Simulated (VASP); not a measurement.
# ZnSe (Stilleite) (F-43m) in VASP: G0W0 quasiparticle levels with LDA

Aim: the G0W0 quasiparticle levels of ZnSe (Stilleite) with LDA.

Program: VASP 6.6.1. These are calculated values, not measurements. Logs are shortened: lines on timing, memory, paths and dates and some standing lists are left out, and cuts for length are marked.

## Step 1: Starting point

Symmetry: F-43m, No. 216, cubic system. The conventional cell has a = 5.668 Å, b = 5.668 Å, c = 5.668 Å, α = 90.00°, β = 90.00°, γ = 90.00°. Se (site symmetry -43m) has 4 Zn at 2.45 Å as nearest neighbours. Zn (site symmetry -43m) has 4 Se at 2.45 Å as nearest neighbours.

## Step 2: G0W0 quasiparticle levels, LDA

The input, POSCAR:

```
ZnSe
1.0
    0.0000000000      2.8338000000      2.8338000000
    2.8338000000      0.0000000000      2.8338000000
    2.8338000000      2.8338000000      0.0000000000
Se Zn
1 1
Direct
    0.7500000000      0.7500000000      0.7500000000
    0.0000000000      0.0000000000      0.0000000000
```

The input, INCAR.step1:

```
PREC = Accurate
ENCUT = 500
EDIFF = 1E-8
ISMEAR = 0
SIGMA = 0.01
LREAL = F
LASPH = T
NELM = 60
ALGO = Normal
LWAVE = T
LCHARG = F
GGA = CA
KPAR = 4
```

The input, INCAR.step2:

```
PREC = Accurate
ENCUT = 500
EDIFF = 1E-8
ISMEAR = 0
SIGMA = 0.01
LREAL = F
LASPH = T
NELM = 1
ALGO = Exact
LWAVE = T
LCHARG = F
GGA = CA
NBANDS = 301
LOPTICS = T
ISTART = 1
KPAR = 4
```

The input, INCAR.step3:

```
PREC = Accurate
ENCUT = 500
EDIFF = 1E-8
ISMEAR = 0
SIGMA = 0.01
LREAL = F
LASPH = T
ALGO = EVGW0
LWAVE = F
LCHARG = F
GGA = CA
NELMGW = 1
NBANDS = 301
ENCUTGW = 200
NOMEGA = 50
PRECFOCK = Fast
ISTART = 1
NBANDSGW = 17
KPAR = 4
```

The input, KPOINTS:

```
Automatic mesh
0
Gamma
  4 4 4
```

Potentials or basis: VASP PAW LDA potentials, release 64 (Se_GW, Zn_GW).

Launch:

```console
$ cat potpaw_LDA.64/Se_GW/POTCAR potpaw_LDA.64/Zn_GW/POTCAR > POTCAR
$ cp INCAR.step1 INCAR
$ mpirun -np 4 vasp_std > vasp.out
$ cp INCAR.step2 INCAR
$ mpirun -np 4 vasp_std > vasp.out
$ cp INCAR.step3 INCAR
$ mpirun -np 4 vasp_std > vasp.out
```

OUTCAR:

```text
PREC = Accurate
   ENCUT = 500
   EDIFF = 1E-8
   ISMEAR = 0
   LREAL = F
   LASPH = T
   GGA = CA
   NELMGW = 1
   ENCUTGW = 200
   PRECFOCK = Fast
   ISTART = 1

 ion  position               nearest neighbor table
   1  0.750  0.750  0.750-   2 2.45   2 2.45   2 2.45   2 2.45
   2  0.000  0.000  0.000-   1 2.45   1 2.45   1 2.45   1 2.45

  LATTYP: Found a face centered cubic cell.
 ALAT       =     5.6676000000

  Lattice vectors:

 A1 = (   0.0000000000,   2.8338000000,   2.8338000000)
 A2 = (   2.8338000000,   0.0000000000,   2.8338000000)
 A3 = (   2.8338000000,   2.8338000000,   0.0000000000)

Analysis of symmetry for initial positions (statically):
=====================================================================
 Subroutine PRICEL returns:
 Original cell was already a primitive cell.

 Routine SETGRP: Setting up the symmetry group for a
 face centered cubic supercell.

 Subroutine GETGRP returns: Found 24 space group operations
 (whereof 24 operations were pure point group operations)
 out of a pool of 48 trial point group operations.

The static configuration has the point symmetry T_d .

Analysis of symmetry for dynamics (positions and initial velocities):
=====================================================================
 Subroutine PRICEL returns:
 Original cell was already a primitive cell.

 Routine SETGRP: Setting up the symmetry group for a
 face centered cubic supercell.

 Subroutine GETGRP returns: Found 24 space group operations
 (whereof 24 operations were pure point group operations)
 out of a pool of 48 trial point group operations.

The dynamic configuration has the point symmetry T_d .

 Subroutine INISYM returns: Found 24 space group operations
 (whereof 24 operations are pure point group operations),
 and found     1 'primitive' translations

----------------------------------------------------------------------------------------

                                     Primitive cell

  volume of cell :      45.5132

  direct lattice vectors                    reciprocal lattice vectors
     0.000000000  2.833800000  2.833800000    -0.176441527  0.176441527  0.176441527
     2.833800000  0.000000000  2.833800000     0.176441527 -0.176441527  0.176441527
     2.833800000  2.833800000  0.000000000     0.176441527  0.176441527 -0.176441527

  length of vectors
     4.007598393  4.007598393  4.007598393     0.305605690  0.305605690  0.305605690

  position of ions in fractional coordinates (direct lattice)
     0.750000000  0.750000000  0.750000000
     0.000000000  0.000000000  0.000000000

  ion indices of the primitive-cell ions
   primitive index   ion index
                 1           1
                 2           2

----------------------------------------------------------------------------------------

 KPOINTS: Automatic mesh

Automatic generation of k-mesh.
 Grid dimensions read from file:
 generate k-points for:    4    4    4

 Generating k-lattice:

  Cartesian coordinates                     Fractional coordinates (reciprocal lattice)
    -0.044110382  0.044110382  0.044110382     0.250000000  0.000000000  0.000000000
     0.044110382 -0.044110382  0.044110382     0.000000000  0.250000000  0.000000000
     0.044110382  0.044110382 -0.044110382     0.000000000  0.000000000  0.250000000

  Length of vectors
     0.076401422  0.076401422  0.076401422

  Shift w.r.t. Gamma in fractional coordinates (k-lattice)
     0.000000000  0.000000000  0.000000000

 Subroutine IBZKPT returns following result:
 ===========================================

 Found      8 irreducible k-points:

 Following reciprocal coordinates:
            Coordinates               Weight
  0.000000  0.000000  0.000000      1.000000
  0.250000  0.000000  0.000000      8.000000
  0.500000  0.000000  0.000000      4.000000
  0.250000  0.250000  0.000000      6.000000
  0.500000  0.250000  0.000000     24.000000
 -0.250000  0.250000  0.000000     12.000000
  0.500000  0.500000  0.000000      3.000000
 -0.250000  0.500000  0.250000      6.000000
   k-points           NKPTS =      8   k-points in BZ     NKDIM =     64   number of bands    NBANDS=    301
   number of dos      NEDOS =    301   number of ions     NIONS =      2
   total plane-waves  NPLWV =  27000
   dimension x,y,z NGX =    30 NGY =   30 NGZ =   30
   dimension x,y,z NGXF=    60 NGYF=   60 NGZF=   60
   ions per type =               1   1
   NGX,Y,Z   is equivalent  to a cutoff of  12.44, 12.44, 12.44 a.u.
   NGXF,Y,Z  is equivalent  to a cutoff of  24.89, 24.89, 24.89 a.u.
 SYSTEM =  unknown system
   PREC   = accura    normal or accurate (medium, high low for compatibility)
   ISTART =      1    job   : 0-new  1-cont  2-samecut
   ICHARG =      0    charge: 1-file 2-atom 10-const
   ISPIN  =      1    spin polarized calculation?
   LNONCOLLINEAR =      F non collinear calculations
   LSORBIT =      F    spin-orbit coupling
   LASPH  =      T    aspherical Exc in radial PAW
   ENCUT  =  500.0 eV  36.75 Ry    6.06 a.u.   7.31  7.31  7.31*2*pi/ulx,y,z
   NELM   =     60;   NELMIN=  2; NELMDL=  0     # of ELM steps
   EDIFF  = 0.1E-07   stopping-criterion for ELM
   LREAL  =      F    real-space projection
   EDIFFG = 0.1E-06   stopping-criterion for IOM
   NSW    =      0    number of steps for IOM
   IBRION =     -1    ionic relax: 0-MD 1-quasi-New 2-CG
   NFREE  =      0    steps in history (QN), initial steepest desc. (CG)
   ISIF   =      0    stress and relaxation
   ISYM   =      3    0-nonsym 1-usesym 2-fastsym
   POTIM  = 0.5000    time-step for ionic-motion
   TEBEG  =    0.0;   TEEND  =   0.0 temperature during run
   PSTRESS=    0.0 pullay stress
   NELECT =      18.0000    total number of electrons
   NUPDOWN=      -1.0000    fix difference up-down
   EMIN   =  10.00;   EMAX   =-10.00  energy-range for DOS
   EFERMI =   0.00;   METHOD = LEGACY
   ISMEAR =     0;   SIGMA  =   0.01  broadening in eV -4-tet -1-fermi 0-gaus
   EFERMI_NEDOS =   21; number of points for ismear=-14 and -15
   IALGO  =     38    algorithm
   IMIX   =      4    mixing-type and parameters
     AMIX     =   0.40;   BMIX     =  1.00
     AMIX_MAG =   1.60;   BMIX_MAG =  1.00
  volume/ion in A,a.u.               =      22.76       153.57
  Fermi-wavevector in a.u.,A,eV,Ry     =   1.201673  2.270834 19.647073  1.444019
  Thomas-Fermi vector in A             =   2.337476
   LORBIT       =      0    0 simple, 1 ext, 2 COOP (PROOUT), +10 PAW based schemes
   GGA     = CA    functional components
   LHFCALC =     T    Hartree Fock is set to
   PRECFOCK=fast      Normal, Fast or Accurate (Low or Medium for compatibility)
   ENCUT4O =  -1.0   cutoff for four orbital integrals eV
   NKREDX  =     1    reduce k-point grid by
   NKREDY  =     1    reduce k-point grid by
   NKREDZ  =     1    reduce k-point grid by
   AEXX    =    1.0000 exact exchange contribution
   HFSCREEN=    0.0000 screening length (either q_TF or 0.3 A-1)
   HFSCREENC=   0.0000 screening length for correlation (either q_TF or 0.3 A-1)
   ENCUTFOCK=  -1.0 apply spherical cutoff to Coloumb kernel
   IVDW    =     0    specifies the selected vdW correction
   LEPSILON=     F    determine dielectric tensor
   LRPA    =     F    only Hartree local field effects (RPA)
   LRPAFORCE           =     F    calculate RPA forces
   ENCUTGW             = 200.0    cutoff for response function in eV
   ENCUTGWSOFT         = 160.0    soft cutoff for Coulomb kernel in GW response function in eV
   ENCUTLF             =  -1.0    cutoff for local field effects
   NELMGW              =     1    number of iterations in solving QP/BSE equation
   NELMHF              =     1    number of iterations in the inner HF iteration
   NKREDLFX            =     1    NKREDLFY  =   1   NKREDLFZ  =   1
 non-spin polarized calculation
 Gauss-broadening in eV      SIGMA  =   0.01
  energy-cutoff  :      500.00
  volume of cell :       45.51
 maximum number of plane-waves:      1174
 NGX is ok and might be reduce to    30
  NGX = 18; NGY = 18; NGZ = 18
   NGX = 15   NGY = 15   NGZ = 15
 maximum number of plane-waves:       303

 QP shifts <psi_nk| G(iteration)W_0 |psi_nk>: iteration 1
 for sc-GW calculations column KS-energies equals QP-energies in previous step
 and V_xc(KS)=  KS-energies - (<T + V_ion + V_H > + <T+V_H+V_ion>^1  + <V_x>^1)

 k-point   1 :       0.0000    0.0000    0.0000
  band No.  KS-energies  QP-energies   sigma(KS)   V_xc(KS)     V^pw_x(r,r')   Z            occupation Imag(sigma)

      1     -10.7274     -11.1657     -13.2263     -12.5404     -19.7906       0.6390       2.0000       0.9237
      2      -4.1472      -5.4921     -21.9383     -19.9084     -30.8849       0.6626       2.0000       0.1763
      3      -4.1472      -5.4921     -21.9383     -19.9084     -30.8849       0.6626       2.0000       0.1763
      4      -4.1472      -5.4921     -21.9383     -19.9084     -30.8849       0.6626       2.0000       0.1763
      5      -3.7914      -5.2098     -22.7984     -20.6778     -32.0248       0.6689       2.0000       0.1658
      6      -3.7914      -5.2098     -22.7984     -20.6778     -32.0248       0.6689       2.0000       0.1658
[... 9 lines left out ...]
     16      14.0089      14.2950     -10.1728     -10.5583      -4.9832       0.7422       0.0000      -0.3104
     17      15.3918      15.5782      -7.8361      -8.0873      -2.2699       0.7421       0.0000      -0.4109

 k-point   2 :       0.2500    0.0000    0.0000
  band No.  KS-energies  QP-energies   sigma(KS)   V_xc(KS)     V^pw_x(r,r')   Z            occupation Imag(sigma)

      1     -10.3612     -10.8185     -13.4804     -12.7804     -19.9087       0.6533       2.0000       0.8901
      2      -4.0980      -5.4489     -22.0412     -20.0046     -31.0185       0.6633       2.0000       0.1763
      3      -4.0980      -5.4489     -22.0412     -20.0046     -31.0185       0.6633       2.0000       0.1763
      4      -4.0837      -5.3923     -21.3568     -19.3895     -30.0013       0.6652       2.0000       0.1767
      5      -3.7915      -5.2068     -22.7927     -20.6745     -32.0239       0.6682       2.0000       0.1665
      6      -3.7915      -5.2068     -22.7927     -20.6745     -32.0239       0.6682       2.0000       0.1665
[... 9 lines left out ...]
     16      12.9884      13.2103      -7.5952      -7.8925      -2.2357       0.7465       0.0000      -0.3272
     17      16.2670      16.6303      -8.8563      -9.3445      -2.8453       0.7440       0.0000      -0.5773

 k-point   3 :       0.5000    0.0000    0.0000
  band No.  KS-energies  QP-energies   sigma(KS)   V_xc(KS)     V^pw_x(r,r')   Z            occupation Imag(sigma)

      1      -9.9285     -10.3964     -13.8565     -13.1526     -20.1579       0.6647       2.0000       0.8401
      2      -4.0626      -5.4211     -22.1072     -20.0645     -31.1033       0.6650       2.0000       0.1755
      3      -4.0626      -5.4211     -22.1072     -20.0645     -31.1033       0.6650       2.0000       0.1755
      4      -3.7734      -5.1882     -22.8478     -20.7305     -32.1071       0.6682       2.0000       0.1678
      5      -3.7734      -5.1882     -22.8478     -20.7305     -32.1071       0.6682       2.0000       0.1678
      6      -3.6303      -5.0146     -22.6654     -20.5959     -31.8294       0.6689       2.0000       0.1757
[... 9 lines left out ...]
     16      15.5603      15.8792      -9.7949     -10.2213      -3.8984       0.7479       0.0000      -0.4995
     17      16.5424      17.0681      -9.9119     -10.6114      -3.7245       0.7516       0.0000      -0.6744

 k-point   4 :       0.2500    0.2500    0.0000
  band No.  KS-energies  QP-energies   sigma(KS)   V_xc(KS)     V^pw_x(r,r')   Z            occupation Imag(sigma)

      1     -10.2382     -10.6999     -13.5663     -12.8637     -19.9526       0.6570       2.0000       0.8820
      2      -4.1544      -5.4451     -21.0712     -19.1283     -29.5972       0.6643       2.0000       0.1760
      3      -4.0392      -5.4004     -22.1640     -20.1194     -31.1813       0.6658       2.0000       0.1767
      4      -4.0392      -5.4004     -22.1640     -20.1194     -31.1813       0.6658       2.0000       0.1767
      5      -3.8169      -5.2205     -22.6600     -20.5556     -31.8478       0.6669       2.0000       0.1679
      6      -3.7679      -5.1870     -22.8515     -20.7296     -32.1008       0.6688       2.0000       0.1660
[... 37 lines left out ...]
      2      -4.0512      -5.4059     -22.0085     -19.9736     -30.9551       0.6657       2.0000       0.1757
      3      -4.0331      -5.3959     -22.1913     -20.1455     -31.2153       0.6662       2.0000       0.1760
      4      -3.8949      -5.2165     -21.5116     -19.5327     -30.1748       0.6679       2.0000       0.1734
      5      -3.8035      -5.2146     -22.7536     -20.6393     -31.9791       0.6674       2.0000       0.1672
      6      -3.7386      -5.1271     -22.5696     -20.4949     -31.6707       0.6693       2.0000       0.1699
[... 9 lines left out ...]
     16      16.4746      16.8336      -9.6126     -10.0915      -3.5851       0.7496       0.0000      -0.6228
     17      16.9847      17.2374      -8.6239      -8.9607      -2.8161       0.7503       0.0000      -0.5459

 k-point   7 :       0.5000    0.5000    0.0000
  band No.  KS-energies  QP-energies   sigma(KS)   V_xc(KS)     V^pw_x(r,r')   Z            occupation Imag(sigma)

      1      -9.6577     -10.1289     -14.0777     -13.3813     -20.3178       0.6765       2.0000       0.8202
      2      -4.1114      -5.3852     -20.6298     -18.7226     -28.9187       0.6679       2.0000       0.1753
      3      -3.9015      -5.2822     -22.5571     -20.4862     -31.7197       0.6667       2.0000       0.1772
      4      -3.9015      -5.2822     -22.5571     -20.4862     -31.7197       0.6667       2.0000       0.1772
      5      -3.7441      -5.1670     -22.9034     -20.7812     -32.1747       0.6705       2.0000       0.1659
      6      -3.6088      -4.9788     -22.4221     -20.3786     -31.4725       0.6704       2.0000       0.1748
[... 9 lines left out ...]
     16      16.8952      17.1570     -10.2299     -10.5810      -4.4136       0.7458       0.0000      -0.5606
     17      16.8952      17.1570     -10.2299     -10.5810      -4.4136       0.7458       0.0000      -0.5606

 k-point   8 :      -0.2500    0.5000    0.2500
  band No.  KS-energies  QP-energies   sigma(KS)   V_xc(KS)     V^pw_x(r,r')   Z            occupation Imag(sigma)

      1      -9.6526     -10.1151     -14.0886     -13.3961     -20.3394       0.6679       2.0000       0.8092
      2      -4.0319      -5.3776     -21.7800     -19.7645     -30.5970       0.6677       2.0000       0.1743
      3      -3.9489      -5.3319     -22.5009     -20.4253     -31.6738       0.6663       2.0000       0.1771
      4      -3.8204      -5.2155     -22.5908     -20.4998     -31.7452       0.6672       2.0000       0.1698
      5      -3.8204      -5.2155     -22.5908     -20.4998     -31.7452       0.6672       2.0000       0.1698
      6      -3.4863      -4.8701     -22.7926     -20.7334     -31.9384       0.6720       2.0000       0.1749
[... 9 lines left out ...]
     16      16.4405      16.6900      -9.2717      -9.6080      -3.4071       0.7419       0.0000      -0.5821
     17      17.1326      17.5182     -10.0300     -10.5527      -3.8894       0.7378       0.0000      -0.6063
```

Run time: 2 min. Hardware: 4 MPI ranks of Intel Xeon Platinum 8488C (Sapphire Rapids), shared host; peak memory 0.64 GiB.

Results:

```yaml
Band_gap_on_the_k_mesh_mean-field_level: 1.04 eV, direct
Quasiparticle_gap: 2.26 eV
Least_direct_quasiparticle_gap: 2.26 eV
```

Caveat: the k mesh is coarse (spacing up to 0.48 Å⁻¹), so the values aren't converged; bands, screening cutoff and mesh are small and nothing is extrapolated, so the quasiparticle values aren't converged.
